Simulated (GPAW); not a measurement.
Crystal: AlN.

```
Al N
1.0
     3.11300    0.00000    0.00000
    -1.55650    2.69594    0.00000
     0.00000    0.00000    4.98100
Al N
2 2
Cartesian
  1.5565 0.8986 2.4905
  0.0000 1.7973 0.0000
  1.5565 0.8986 4.3833
  0.0000 1.7973 1.8928
```

- Program: GPAW 26.7.0
- Task: relaxation of cell and atoms
- Functional: revTPSS
- Potentials or basis: GPAW PAW data sets (gpaw-data 1.2.1)
- Cutoff: 800 eV
- Basis: pw
- k mesh: 7 × 7 × 4
- Occupations: fermi-dirac, width 0.05 eV
- Spin: no spin polarisation

At the start: pressure 3.1 GPa; volume 10.45 Å³/atom.

Q: How do energy, volume and symmetry change on relaxing?

A: Over 6 steps the energy falls by 2.5 meV/atom and the volume is 10.61 Å³/atom (+1.5 %); space group P6_3mc (No. 186, to 0.05 Å).

Step by step:
```tsv
step	energy change (eV)	largest force (eV/Å)	pressure (GPa)	volume (Å³)
1	0.0000	0.1313	3.14	41.80
2	-0.0029	0.0743	2.66	41.89
3	-0.0081	0.0597	1.01	42.22
4	-0.0090	0.0585	0.58	42.31
5	-0.0099	0.0239	-0.01	42.44
6	-0.0100	0.0059	-0.04	42.45
```

Final structure:
```
CELL_PARAMETERS angstrom
3.12776 0.00000 0.00000
-1.56388 2.70872 0.00000
0.00000 0.00000 5.00993
ATOMIC_POSITIONS crystal
Al 0.66667 0.33333 0.49913
Al 0.33333 0.66667 0.99913
N 0.66667 0.33333 0.88088
N 0.33333 0.66667 0.38089
```

Caveat: later steps reuse the first step's grids; the PAW data sets were made with another functional, which shifts forces and pressure a little.
